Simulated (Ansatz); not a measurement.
# WS2: the cost of one run

Program: Ansatz 0.2.0. Level of theory: DFT PBEsol+D3(BJ), scalar-relativistic, plane waves, PAW. These are calculated values, not measurements.

## 1. The starting structure

It takes space group R3m (No. 160, trigonal). The conventional cell has a = 3.158 Å, b = 3.158 Å, c = 18.490 Å, α = 90.00°, β = 90.00°, γ = 120.00°. W (site symmetry 3m) is surrounded by 6 S at 2.39 to 2.42 Å. S (site symmetry 3m) has 3 W at 2.39 Å in its first shell of neighbours. Around S (site symmetry 3m) lie 3 W at 2.42 Å.

As a file:

```
CELL_PARAMETERS angstrom
1.57900 0.91164 6.16333
-1.57900 0.91164 6.16333
0.00000 -1.82327 6.16333
ATOMIC_POSITIONS crystal
W 0.00000 0.00000 0.00000
S 0.75030 0.75030 0.75030
S 0.58100 0.58100 0.58100
```

No relaxation comes first: the listed cell is the starting point.

## 2. The reference cell

The reference gives a free energy of -12030.2200 eV, pressure -4.21 GPa, largest force 0.600 eV/Å and gap on the mesh 0.97 eV. It was computed beforehand with the settings of the runs below.

## 3. The scan: an energy map of one atom

Atom 3 (S) is moved by p along (0.707, 0.707, 0.000) and q along (0.000, 0.000, 1.000) (Å), all else fixed; its images in the other cells move with it. Points alike by symmetry are run once.

## 4. Point p = -0.300, q = -0.300

Input file input.yaml:

```yaml
crystal:
  lattice:
    - [1.5790003843, 0.9116362969, 6.16333]
    - [-1.5790003843, 0.9116362969, 6.16333]
    - [0.0, -1.8232725938, 6.16333]
  atoms:
    - { symbol: W, position: [0.0, 0.0, 0.0] }
    - { symbol: S, position: [0.7503, 0.7503, 0.7503] }
    - { symbol: S, position: [0.4588198306, 0.5931656081, 0.6423395756] }
basis:
  ecutwfc: 420
kpoints:
  mp_grid: { grid: [12, 12, 12] }
hamiltonian:
  xc: pbesol
  dispersion: d3bj
scf:
  occupations: { method: gaussian, width: 0.05 }
output:
  forces: true
  stress: true
  eigenvalues: true
```

Run with:

```
ansatz run input.yaml --threads 1 --pin off --max-ram 2560MiB --backend cpu --events-out ev --progress --plain --runs-dir out
```

What time and memory should one allow on 1 thread of Intel Xeon Platinum 8259CL at 2.50GHz (Skylake/Cascade Lake), shared host?

About 77 s, with a peak of 1.1 GiB.
